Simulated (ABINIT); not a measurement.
Runs of ABINIT 10.8.3 (patched build) on Rh. It takes space group Fm-3m (No. 225, cubic). The conventional cell has a = 3.796 Å, b = 3.796 Å, c = 3.796 Å, α = 90.00°, β = 90.00°, γ = 90.00°. Around Rh (site symmetry m-3m) lie 12 Rh at 2.68 Å. 

| task | level | potentials or basis | spin | k mesh | cutoff (eV) | dispersion computed by | fine-grid cutoff | mesh quality | gap on the mesh (eV) | pressure (GPa) | V0 of scaled cells (Å³/atom) | B0 (GPa) |
| --- | --- | --- | --- | --- | --- | --- | --- | --- | --- | --- | --- | --- |
| equation of state | BLYP+D4 | JTH PAW PBE v2.0 | off | 12 × 12 × 12 | 544 | dftd4 4.3.1 | 1088.46 eV | not flagged | - | - | (c) | (a) |
| single point | r2SCAN | JTH PAW PBE v2.0 | off | 7 × 7 × 7 | 653 | - | 1251.72 eV | coarse | none | 0.8 | - | - |
| equation of state | BLYP+D3(BJ) | JTH PAW PBE v2.0 | off | 12 × 12 × 12 | 544 | - | 1088.46 eV | not flagged | - | - | 13.84 | 271 |
| band structure | WC | JTH PAW PBE v2.0 | SOC, no magnetisation | 12 × 12 × 12 | 544 | - | 1088.46 eV | not flagged | none | (b) | - | - |
| single point | LDA | JTH PAW LDA v2.0 | off | 5 × 5 × 5 | 544 | - | 1088.46 eV | coarse | none | -6.8 | - | - |
| band structure | SCAN | JTH PAW PBE v2.0 | off | 12 × 12 × 12 | 653 | - | 1251.72 eV | not flagged | none | -1.1 | - | - |
| equation of state | BP86+D3 | JTH PAW PBE v2.0 | off | 12 × 12 × 12 | 544 | - | 1088.46 eV | not flagged | - | - | 13.30 | 303 |
| band structure | BP86 | JTH PAW PBE v2.0 | off | 12 × 12 × 12 | 544 | - | 1088.46 eV | not flagged | none | 9.1 | - | - |

Alike in all rows: cell as given; smearing fermi-dirac 0.05 eV.

Fill in the values left out.

(a) 276; (b) -0.7; (c) 13.82.

Caveats: some runs use coarse meshes; the PAW data sets were made with another functional, which shifts forces and pressure a little (some runs); pressures at fixed basis lie under the slope of the energies (some runs).

A k mesh can miss the band edges, and rows without SOC leave out spin-orbit coupling on Rh.

A gap of «none» marks a metal or a gap under the smearing width.

Runs at the PBE level aren't shown here.
